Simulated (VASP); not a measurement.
**Cr: equation of state with PBEsol**

Crystal: Cr.

```
CELL_PARAMETERS angstrom
-1.48445 1.48445 1.48445
1.48445 -1.48445 1.48445
1.48445 1.48445 -1.48445
ATOMIC_POSITIONS crystal
Cr 0.00000 0.00000 0.00000
```

- Program: VASP 6.6.1
- Task: equation of state
- Functional: PBEsol
- Potentials or basis: VASP PAW PBE potentials, release 64 (Cr_pv)
- Cutoff: 520 eV
- k mesh: 12 × 12 × 12
- Occupations: fermi-dirac, width 0.05 eV
- Spin: collinear spin, ferromagnetic start
- Starting moments: [3.0] μB
- Ladder: free
- Further INCAR settings: ALGO = Normal; EDIFF = 1e-07; NBANDS = 16

```
Equilibrium volume : 11.12 Å³/atom (rough: see the caveat)
Bulk modulus       : 287 GPa (rough)
```

Energy against volume, from the lowest point:
| volume (Å³/atom) | energy (meV/atom) |
| --- | --- |
| 12.299 | 0.00 |
| 12.561 | 40.66 |
| 12.823 | 86.75 |
| 13.084 | 137.59 |
| 13.346 | 192.60 |
| 13.608 | 251.26 |
| 13.870 | 313.09 |

All runs of the series together: 120 s on 1 thread of AMD EPYC 9R45 (Zen 5), with other jobs on the host.

Caveat: the minimum lies outside the volumes run; the PAW data sets were made with another functional, which shifts forces and pressure a little.
